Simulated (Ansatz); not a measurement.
LiF (rocksalt), relaxed with r2SCAN in Ansatz. The symmetry is Fm-3m (No. 225, cubic); conventional cell a = 3.990 Å, 7.94 Å³ an atom. Li has 6 F at 1.99 Å; F has 6 Li at 1.99 Å.

The axes x, y and z are those of this cell:
```xyz
2
Lattice="0.0000 1.9949 1.9949 1.9949 0.0000 1.9949 1.9949 1.9949 0.0000" Properties=species:S:1:pos:R:3 pbc="T T T"
Li    0.0000    0.0000    0.0000
F     1.9949    1.9949    1.9949
```

Unstrained: PBE gives an indirect gap of 9.347 eV, from Γ–K (0.17 of the way from Γ) to Γ; the least direct gap is 9.348 eV at Γ. Least and direct gap differ so little that the kind isn't settled. r2SCAN gives a direct gap of 10.330 eV at Γ. The HSE06 gap is indirect, 11.674 eV (Γ–K (0.17 of the way from Γ) to Γ), below the direct gap of 11.675 eV at Γ. Least and direct gap differ so little that the kind isn't settled. Meshes: PBE 10×10×10, r2SCAN 10×10×10, HSE06 8×8×8. Strains are changes of length per length. After each strain the atoms were relaxed again with r2SCAN within the symmetry that the strain leaves, so tilts or polar shifts that break it weren't tested; points keep the names that they have in the unstrained zone. The values are computed, spin-unpolarised, and not measurements.

Task: Estimate what biaxial +4.11 % in x and y, z held does to the gap.

Result: PBE: the gap goes from 9.347 to 8.606 eV (-0.741 eV); least and direct gap lie within 0.04 eV, so its kind isn't settled. r2SCAN: the gap goes from 10.330 to 9.556 eV (-0.774 eV). HSE06: the gap goes from 11.674 to 10.877 eV (-0.797 eV); least and direct gap lie within 0.04 eV, so its kind isn't settled. The r2SCAN energy rises by 13.3 meV an atom.

Task: Apply epitaxial -5.97 % in the xy plane, free normal strain +4.85 %. How far does the gap move, against the unstrained cell?

Result: PBE: the gap goes from 9.347 to 9.903 eV (+0.556 eV); least and direct gap lie within 0.04 eV, so its kind isn't settled. r2SCAN: the gap goes from 10.330 to 10.908 eV (+0.578 eV). HSE06: the gap goes from 11.674 to 12.254 eV (+0.580 eV); least and direct gap lie within 0.04 eV, so its kind isn't settled. The r2SCAN energy rises by 35.1 meV an atom.

Task: Estimate what isotropic +5.98 % on every length does to the gap.

Result: PBE: the gap goes from 9.347 to 7.906 eV (-1.441 eV). r2SCAN: the gap goes from 10.330 to 8.826 eV (-1.504 eV). HSE06: the gap goes from 11.674 to 10.123 eV (-1.551 eV); least and direct gap lie within 0.04 eV, so its kind isn't settled. The r2SCAN energy rises by 51.0 meV an atom.

Where an edge lies off the special points, it is a point of the mesh or the k point where a search put PBE's edge or least direct gap, reused for the other functionals, whose own edges may lie a little apart.

The meshes of the hybrids are coarse, so their gaps aren't converged to the digits shown.
